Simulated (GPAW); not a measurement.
CaF2 (Fluorite): band structure with PBE

CaF2 (Fluorite):

```
CELL_PARAMETERS angstrom
0.00000 2.73100 2.73100
2.73100 0.00000 2.73100
2.73100 2.73100 0.00000
ATOMIC_POSITIONS crystal
Ca 0.00000 0.00000 0.00000
F 0.75000 0.75000 0.75000
F 0.25000 0.25000 0.25000
```

```
Program             : GPAW 26.7.0
Task                : band structure
Functional          : PBE
Potentials or basis : GPAW PAW data sets (gpaw-data 1.2.1)
Cutoff              : 800 eV
Basis               : pw
k mesh              : 7 × 7 × 7
Occupations         : fermi-dirac, width 0.05 eV
Spin                : no spin polarisation
Maxiter             : 150
Band path           : GXWKGLUWLK,UX
Band points         : 60
```

The pressure is 1.1 GPa and the band gap on the k mesh is 7.31 eV, indirect (least direct gap 7.54 eV). The band gap along the path is 7.28 eV, indirect (least direct gap 7.54 eV).

Levels at the corners of the path, in eV from the valence-band top:
| point | band 8 | band 9 | band 10 | band 11 | band 12 | band 13 | band 14 | band 15 | band 16 | band 17 |
| --- | --- | --- | --- | --- | --- | --- | --- | --- | --- | --- |
| Γ | -2.09 | -2.09 | -0.26 | -0.26 | -0.26 | 7.28 | 9.14 | 9.14 | 11.16 | 11.16 |
| X | -1.65 | -1.65 | -0.35 | -0.35 | 0.00 | 8.12 | 9.48 | 10.03 | 10.79 | 10.79 |
| W | -2.13 | -1.04 | -1.04 | -0.27 | -0.09 | 8.44 | 9.70 | 9.88 | 9.88 | 10.81 |
| K | -1.73 | -1.51 | -0.63 | -0.44 | -0.09 | 8.37 | 9.66 | 9.77 | 10.28 | 10.80 |
| Γ | -2.09 | -2.09 | -0.26 | -0.26 | -0.26 | 7.28 | 9.14 | 9.14 | 11.16 | 11.16 |
| L | -1.50 | -1.29 | -1.24 | -0.84 | -0.84 | 9.35 | 9.35 | 9.70 | 10.73 | 10.89 |
| U | -1.73 | -1.51 | -0.63 | -0.44 | -0.09 | 8.37 | 9.66 | 9.77 | 10.28 | 10.80 |
| W | -2.13 | -1.04 | -1.04 | -0.27 | -0.09 | 8.44 | 9.70 | 9.88 | 9.88 | 10.81 |
| L | -1.50 | -1.29 | -1.24 | -0.84 | -0.84 | 9.35 | 9.35 | 9.70 | 10.73 | 10.89 |
| K | -1.73 | -1.51 | -0.63 | -0.44 | -0.09 | 8.37 | 9.66 | 9.77 | 10.28 | 10.80 |
| U | -1.73 | -1.51 | -0.63 | -0.44 | -0.09 | 8.37 | 9.66 | 9.77 | 10.28 | 10.80 |
| X | -1.65 | -1.65 | -0.35 | -0.35 | 0.00 | 8.12 | 9.48 | 10.03 | 10.79 | 10.79 |

Wall time 31 s on 1 thread of AMD EPYC 9R45 96-Core Processor (Zen 5) (shared host), peak memory 0.3 GiB.

As with any semilocal functional, this PBE gap is likely too small.
